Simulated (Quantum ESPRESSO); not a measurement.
Runs of Quantum ESPRESSO 7.5 on BAs. Symmetry: F-43m, No. 216, cubic system. Conventional cell: a = 4.777 Å, b = 4.777 Å, c = 4.777 Å, α = 90.00°, β = 90.00°, γ = 90.00°. Around As (site symmetry -43m) lie 4 B at 2.07 Å. Around B (site symmetry -43m) lie 4 As at 2.07 Å. 

```tsv
cell	gap on the mesh (eV)
volume scaled by 0.96	(a)
volume scaled by 0.92	1.25
as given	1.33
volume scaled by 1.04	1.36
volume scaled by 1.08	(b)
volume scaled by 0.88	1.19
```

Alike in all rows: task single point; level PBEsol; potentials or basis PseudoDojo 0.4.1 SR PBEsol standard; no spin polarisation; k mesh 4 × 4 × 4; cutoff (eV) 1143; smearing fixed; the mesh is coarse, so values aren't converged.

Problem. Estimate the missing entries.

Solution. (a) 1.29; (b) 1.39.

Caveats: all runs use coarse meshes.

A k mesh can miss the band edges, and the runs leave out spin-orbit coupling on As.
